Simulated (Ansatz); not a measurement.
Level of theory: DFT PBE, scalar-relativistic, plane waves, PAW in Ansatz 0.2.0. Settings: cutoff 420 eV, Γ-centred meshes spaced at most about 0.3 Å⁻¹, and about 0.25 Å⁻¹ or finer for metals (2π included), Gaussian smearing. No spin polarisation in the final relaxations.

These are static total energies at zero pressure.

Two forms of TaSi2 were relaxed alike.

A.

```
CELL_PARAMETERS angstrom
4.40792 0.00000 0.00000
-2.20396 3.81737 0.00000
0.00000 0.00000 2.64879
ATOMIC_POSITIONS crystal
Ta 0.00000 0.00000 0.00000
Si 0.33333 0.66667 0.50000
Si 0.66667 0.33333 0.50000
```

B.

```
CELL_PARAMETERS angstrom
1.80383 1.04144 4.35038
-1.80383 1.04144 4.35038
0.00000 -2.08288 4.35038
ATOMIC_POSITIONS crystal
Ta 0.50000 0.50000 0.50000
Si 0.28899 0.28899 0.28899
Si 0.71101 0.71101 0.71101
```

Task: Which would you expect to be lower, and how large is the difference?

Result: B is lower, by 180 meV/atom. A has space group P6/mmm (No. 191), 14.9 Å³/atom and no gap on its mesh; B has space group R-3m (No. 166), 16.3 Å³/atom and no gap. Counting Si atoms around Ta (those within 1.25 times the shortest such distance or 1.15 times the sum of covalent radii, 1.27 where that leaves under three), A has Ta 12 and B has Ta 8. A holds Si–Si bonds in all directions (shortest 2.54 Å); B holds Si–Si nets (shortest 2.38 Å). The lower one is the more open, so pressure narrows the difference. Both come from invented guesses. The part of the Crystallography Open Database at hand lists TaSi2 in space groups No. 180, 181; no cell shown has one of them.

These runs have no spin–orbit coupling, which can matter for Ta. A magnetic state wasn't ruled out in cells without spin, among them P6/mmm, R-3m. Cells relaxed within their symmetry can be saddle points.
